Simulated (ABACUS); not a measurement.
The system is GaN.

```
Ga N
1.0
     0.00000    2.25350    2.25350
     2.25350    0.00000    2.25350
     2.25350    2.25350    0.00000
Ga N
1 1
Direct
  0.00000 0.00000 0.00000
  0.25000 0.25000 0.25000
```

The cell is a database's computed one.

Base run:

```yaml
Program: ABACUS 3.10.1
Functional: PBE
Potentials_or_basis: PseudoDojo NC SR 0.4.1 PBE standard
Cutoff: 1143 eV
Density_cutoff: 4572 eV
Basis: plane waves
k_mesh: 10 × 10 × 10
Occupations: fermi-dirac, width 0.05 eV
Spin: no spin polarisation
```

Its results: band gap on the k mesh 1.76 eV, direct; pressure 5.2 GPa.

Q: The run is repeated on the same cell with these changes: cutoff from 1143 eV to 1361 eV; density cutoff from 4572 eV to 5442 eV; basis from plane waves to DZP LCAO (the cutoffs set its grid). What comes out?

A: Band gap on the k mesh 2.17 eV, direct; pressure 7.3 GPa.

Caveats: the atomic orbitals were generated for these runs and aren't a published set (some runs); the basis of atomic orbitals isn't converged, which shifts pressures, moduli and gaps (some runs).

A k mesh can miss the band edges.

Not every run made on this cell is shown here.
